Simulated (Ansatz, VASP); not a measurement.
Two plane-wave programs on InAs

```
CELL_PARAMETERS angstrom
0.00000 2.87730 2.87730
2.87730 0.00000 2.87730
2.87730 2.87730 0.00000
ATOMIC_POSITIONS crystal
In 0.50000 0.50000 0.50000
As 0.00000 0.00000 0.00000
```

Measurements of this composition are mostly on another form, of space group No. 216.

Alike in both runs: task single point; functional PBE; k mesh 6 × 6 × 6; occupations gaussian, width 0.1 eV; no spin polarisation.

|  | VASP | Ansatz |
| --- | --- | --- |
| version | VASP 6.6.1 | Ansatz 0.2.0 |
| potentials or method | VASP PAW PBE potentials, release 64 (In_d, As) | scalar-relativistic, plane waves, PAW |
| plane-wave cutoff (eV) | 520 | 420 |
| valence electrons in the cell | 18 | 28 |

|  | VASP | Ansatz | Ansatz less VASP |
| --- | --- | --- | --- |
| gap on the k mesh at the Fermi level (eV) | none | none | - |
| pressure (GPa) | 0.1 | -0.1 | -0.16 |

A gap of «none» marks a metal or a gap that the smearing closes. The two sets of potentials don't hold the same shells in valence.
